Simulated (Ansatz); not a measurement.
TaN:

```xyz
6
Lattice="5.1960 0.0000 0.0000 -2.5980 4.4999 0.0000 0.0000 0.0000 2.9110" Properties=species:S:1:pos:R:3 pbc="T T T"
Ta    0.0000    0.0000    0.0000
Ta    2.5980    1.5000    1.4555
Ta    0.0000    2.9999    1.4555
N    -1.0206    1.7678    0.0000
N     1.5774    2.7321    0.0000
N     2.0412    0.0000    0.0000
```

Base run:

```yaml
Program: Ansatz 0.2.0
Functional: LDA
Potentials_or_basis: Ansatz PAW
Cutoff: "420 eV (not typed: the program's choice for these potentials)"
k_mesh: 6 × 6 × 9
Occupations: fermi-dirac, width 0.05 eV
Spin: no spin polarisation
```

Its results: band gap on the k mesh none (metal or under the smearing width); pressure -10.0 GPa; largest force 0.051 eV/Å.

Problem. The run is repeated on the same cell with these changes: functional from LDA to r2SCAN; cutoff from 420 eV (not typed: the program's choice for these potentials) to 500 eV (not typed: the program's choice for these potentials). What comes out?

Solution. Band gap on the k mesh none (metal or under the smearing width); pressure 0.3 GPa; largest force 0.031 eV/Å.

Caveats: spin-orbit coupling is left out, which moves the levels of the heavy elements; the PAW data sets come from PBE, with cores solved anew for the run's functional, which leaves a small shift of forces and pressure.
